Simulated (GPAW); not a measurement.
The system is KBr.

```
Br K
1.0
     0.00000    3.30000    3.30000
     3.30000    0.00000    3.30000
     3.30000    3.30000    0.00000
Br K
1 1
Direct
  0.50000 0.50000 0.50000
  0.00000 0.00000 0.00000
```

Program: GPAW 26.7.0. Alike in all runs: no spin polarisation; cell as given; k mesh 7 × 7 × 7; smearing fermi-dirac 0.05 eV. Hardware: 1 thread of Arm Neoverse V2 (shared host).

Problem. Order these runs on this cell by their wall time, lowest first.
A. task single point; level TB-mBJ; potentials or basis GPAW PAW data sets for LDA (gpaw-data 1.2.1), pw; cutoff (eV) 600
B. task density of states; level SOGGA; potentials or basis PAW data sets generated in the run's folder for this functional, fd; k mesh for the DOS 10 × 10 × 10; dos width 0.1 eV; grid spacing 0.16 Å
C. task single point; level WC; potentials or basis PAW data sets generated in the run's folder for this functional, pw; cutoff (eV) 600

Solution. C (14 s), A (71 s), B (150 s).

Caveats: a model potential gives levels but no total energy (some runs); an odd mesh through Γ misses points on the zone boundary, where band edges often lie (some runs).

Runs at the PBE level aren't shown here.
